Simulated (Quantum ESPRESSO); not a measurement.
## MgTe under changes of volume

One of the cells (33.761 Å³/atom); the others are scaled copies at fixed shape and fractional positions:

```
Te Mg
1.0
     0.00000    3.23200    3.23200
     3.23200    0.00000    3.23200
     3.23200    3.23200    0.00000
Te Mg
1 1
Direct
  0.25000 0.25000 0.25000
  0.00000 0.00000 0.00000
```

The cell comes from a database or a generator and needn't be the stable form of this composition.

* Program: Quantum ESPRESSO 7.5
* Functional: PBE
* Potentials or basis: SSSP 1.3 efficiency PBE
* Cutoff: 748 eV
* Density cutoff: 5987 eV
* k mesh: 7 × 7 × 7
* Occupations: fermi-dirac, width 0.05 eV
* Spin: no spin polarisation

```tsv
volume (Å³/atom)	energy over the lowest point (meV/atom)	pressure (GPa)	gap on the mesh (eV)
31.735	25.40	3.3	2.70
32.410	13.65	2.3	2.61
33.086	5.74	1.5	2.51
33.761	?	?	?
34.436	0.00	0.0	2.33
35.111	1.52	-0.7	2.25
35.787	5.60	-1.3	2.17
```

Q: What does the run at 33.761 Å³/atom give?

A: Energy over the lowest point 1.30 meV/atom; pressure 0.7 GPa; gap on the mesh 2.42 eV.

Worked out: A Birch-Murnaghan fit of order 3 (a polynomial in V^(-2/3)) to the other rows has its minimum at 34.40 Å³/atom with B0 = V·E''(V) = 34 GPa and B' = 4.2. It gives 1.31 meV/atom at 33.761 Å³/atom, against the run's 1.30, and -dE/dV = 0.7 GPa, against 0.7. A straight line through the other rows of the gap, of slope -4.44 eV per unit of ln V (its deformation potential), gives 2.42 eV, against the run's 2.42.

Energies are extrapolated to zero smearing.

Caveats: spin-orbit coupling is left out, which moves the levels of the heavy elements; an odd mesh through Γ misses points on the zone boundary, where band edges often lie (some runs).
